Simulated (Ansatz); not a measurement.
# What a change of settings does to a run on Bi

The cell is built from the bcc type as a first guess.

First run: DFT, PBE, PAW with Ansatz's default frozen-core files, scalar-relativistic (Ansatz 0.2.0).

Command: `ansatz run input.yaml --threads 1 --pin off --max-ram 2048MiB --backend cpu --events-out ev --progress --plain --runs-dir out` The run took 11 s on 1 thread of Arm Neoverse V1, on a shared host.

```yaml
crystal:
  lattice:
    - [-1.8071954762, 1.8071954762, 1.8071954762]
    - [1.8071954762, -1.8071954762, 1.8071954762]
    - [1.8071954762, 1.8071954762, -1.8071954762]
  atoms:
    - { symbol: Bi, position: [0.0, 0.0, 0.0] }
kpoints:
  mp_grid: { grid: [13, 13, 13] }
scf:
  occupations: { method: fermi_dirac, width: 0.08 }
hamiltonian:
  xc: pbe
  pseudopotentials: { kind: paw }
output:
  forces: true
  stress: true
relax:
  f_tol: 0.005
  max_steps: 80
  cell: {}
```

Result: converged; relaxed volume 31.663 Å³/atom; 39 SCF iterations in all.

No spin–orbit coupling, which matters for the heavy atoms here.

The input is then changed:

```diff
@@ -13,4 +13,5 @@
   xc: pbe
   pseudopotentials: { kind: paw }
+  dispersion: d3bj
 output:
   forces: true
```

(1) What does the second run give?

Results:

(1) It converged; relaxed volume 30.231 Å³/atom; 38 SCF iterations in all.
